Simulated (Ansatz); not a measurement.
## CdS: experiment and calculation

**What was measured.**

From a printed reference work (textbook), for a bulk crystal of CdS at 300 K: lattice constant a 5.832 Å.

How close the calculation comes is told at the end.

All numbers below come from DFT PBE, scalar-relativistic, plane waves, PAW in Ansatz 0.2.0.

Plane waves to 420 eV, a k mesh through Γ of 8×8×8 on the computed 2-atom cell and Gaussian smearing (0.02 eV); no spin polarisation.

Relaxed structure:

Space group F-43m (No. 216). a = 5.926 Å, b = 5.926 Å, c = 5.926 Å, α = 90.00°, β = 90.00°, γ = 90.00°
| atom | site | symmetry | x | y | z |
| --- | --- | --- | --- | --- | --- |
| Cd | 4a | -43m | 0.0000 | 0.0000 | 0.0000 |
| S | 4d | -43m | 0.2500 | 0.2500 | 0.7500 |

| Property | Result |
| --- | --- |
| Space group | F-43m (No. 216) |
| Volume per atom | 26.02 Å³ |
| Formation energy from the elements' standard states (uncorrected) | -0.658 eV/atom |
| Kohn–Sham band gap | 1.04 eV, direct at Γ |
| Orbital (Löwdin) character of the top 1 eV of the valence band | S 3p 90 % |
| Orbital (Löwdin) character of the lowest 1 eV of the conduction band | Cd 5s 58 %, S 3p 21 %, S 3s 19 % |
| Electron masses at the edge by direction of the standard setting (m_e; one valley, along these axes only; no spin-orbit coupling) | x: 0.12; y: 0.12; z: 0.12 |
| Hole masses at the edge by direction of the standard setting (m_e; one valley, along these axes only; no spin-orbit coupling) | x: 0.82, 0.82, 0.13; y: 0.82, 0.82, 0.13; z: 0.82, 0.82, 0.13 |
| Bader charge by site (e) | Cd (1 in the cell) 0.86, S (1 in the cell) -0.86 |

Measured lattice constant a of CdS: 5.832 Å (300 K; a printed reference work (textbook)). This calculation gives 5.926 Å (+1.6 %). The calculation is for 0 K without zero-point motion.

It was relaxed from a cell as deposited in COD. Kohn–Sham gaps at this level usually fall short of measured ones. Löwdin shares on free-atom orbitals overweight diffuse shells in the empty bands.
